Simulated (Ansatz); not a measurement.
**C: single point with PBE**

Crystal: C.

```xyz
2
Lattice="0.0000 1.7834 1.7834 1.7834 0.0000 1.7834 1.7834 1.7834 0.0000" Properties=species:S:1:pos:R:3 pbc="T T T"
C     2.6751    2.6751    2.6751
C     1.7834    1.7834    1.7834
```

This isn't the form of C at room conditions, which is graphite.

| Item | Value |
| --- | --- |
| Program | Ansatz 0.2.0 |
| Task | single point |
| Functional | PBE |
| Potentials or basis | Ansatz PAW |
| Cutoff | 420 eV (not typed: the program's choice for these potentials) |
| k mesh | 13 × 13 × 13 |
| Occupations | gaussian, width 0.015 eV |
| Spin | no spin polarisation |

```json
{
  "Pressure": "1.8 GPa",
  "Band gap on the k mesh": "4.15 eV, indirect (least direct gap 5.59 eV)"
}
```

Levels at points of the mesh, in eV from the valence-band top:
```
           k point  band 2  band 3  band 4  band 5  band 6  band 7
(0.00, 0.00, 0.00)    0.00    0.00    0.00    5.59    5.59    5.59
```

Wall time 0.63 s on 2 threads of Intel(R) Xeon(R) Processor @ 2.70GHz (shared host), peak memory 0.28 GiB.

Caveat: odd divisions of the mesh miss points on the zone boundary, where band edges often lie, so the gap on the mesh can be too wide; the pressure holds a Pulay correction of +1.0 GPa for the finite cutoff. A k mesh can miss the band edges.
